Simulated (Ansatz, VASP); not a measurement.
## TiAl in VASP and in Ansatz

INCAR

```
PREC = Accurate
ENCUT = 520
EDIFF = 1E-7
ISMEAR = 0
SIGMA = 0.15
LREAL = F
LASPH = T
NELM = 100
ALGO = Fast
ISIF = 2
LWAVE = F
LCHARG = T
LELF = T
LVHAR = T
NBANDS = 14
```

KPOINTS

```
Automatic mesh
0
Gamma
  21 21 10
```

Contents of POSCAR:

```
TiAl
1.0
    2.8672622327      0.0000000000      0.0000000000
   -1.4336311163      2.4831219328      0.0000000000
    0.0000000000      0.0000000000      4.6780830000
Ti Al
1 1
Direct
    0.0000000000      0.0000000000      0.0000000000
    0.3333333333      0.6666666667      0.5000000000
```

Input for Ansatz:

```yaml
crystal:
  lattice:
    - [2.8672622327, 0.0, 0.0]
    - [-1.4336311163, 2.4831219328, 0.0]
    - [0.0, 0.0, 4.678083]
  atoms:
    - { symbol: Ti, position: [0.0, 0.0, 0.0] }
    - { symbol: Al, position: [0.3333333333, 0.6666666667, 0.5] }
basis:
  ecutwfc: 420
kpoints:
  mp_grid: { grid: [21, 21, 10] }
hamiltonian:
  xc: lda
scf:
  occupations: { method: gaussian, width: 0.15 }
output:
  forces: true
  stress: true
  eigenvalues: true
```

The cell comes from a database or a generator and needn't be the stable form of this composition.

Alike in both runs: task single point; functional LDA; k mesh 21 × 21 × 10; occupations gaussian, width 0.15 eV; no spin polarisation.

```csv
,VASP,Ansatz
version,VASP 6.6.1,Ansatz 0.2.0
potentials or method,"VASP PAW LDA potentials, release 64 (Ti_sv, Al)","scalar-relativistic, plane waves, PAW"
plane-wave cutoff (eV),520,420
valence electrons in the cell,15,15
```

Ansatz gave:

| Item | Value |
| --- | --- |
| gap on the k mesh at the Fermi level (eV) | none |
| pressure (GPa) | -6.1 |
| largest component of the traceless stress (GPa) | 0.78 |

Estimate VASP's values.

gap on the k mesh at the Fermi level (eV): none; pressure (GPa): -6.0; largest component of the traceless stress (GPa): 0.72.

A gap of «none» marks a metal or a gap that the smearing closes.
